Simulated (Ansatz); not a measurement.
The elements of this relaxed trial crystal are hidden behind letters.

```
lattice vectors (Å)
   3.8075    0.0000    0.0000
   0.0000    3.8075    0.0000
   0.0000    0.0000    3.8075
fractional positions
X 0.0000 0.0000 0.0000
X 0.5000 0.5000 0.5000
Z 0.5000 0.0000 0.0000
Z 0.0000 0.5000 0.0000
Z 0.0000 0.0000 0.5000
```

The calculation used Ansatz, DFT PBE, scalar-relativistic, plane waves, PAW. Plane waves to 420 eV, a 10×10×10 mesh through Γ for the 5-atom cell and 0.10 eV Gaussian smearing; no spin polarisation.

* Space group: Pm-3m (No. 221)
* Conventional cell: a = 3.807 Å
* Volume per atom: 11.04 Å³
* Density: 4.29 g/cm³
* Formation energy: +0.38 eV/atom
* Gap on the 10×10×10 mesh of the 5-atom cell: 0 eV (a metal)

Energies are uncorrected and count from the elements' standard states at the same level.

Question: X is a p-block element of period 4 and Z is an s-block element of period 1. Which elements are they?

Answer: X = Ga, Z = H, so the formula is Ga2H3. Density times volume gives a mean mass of 4.29 × 11.04/1.6605 = 28.5 u per atom, and this set has 28.5 u. Among the elements that the hints allow, noble gases aside, only these give it. Ga on its first site is surrounded by 6 H at 1.90 Å; around Ga on its second site lie 12 H at 2.69 Å (long against the sum of covalent radii); H has 2 Ga at 1.90 Å, 4 Ga at 2.69 Å and 8 H at 2.69 Å.

The cell is a metal run without spin; a magnetic state may lie lower. A structure relaxed within its symmetry needn't be a true minimum.
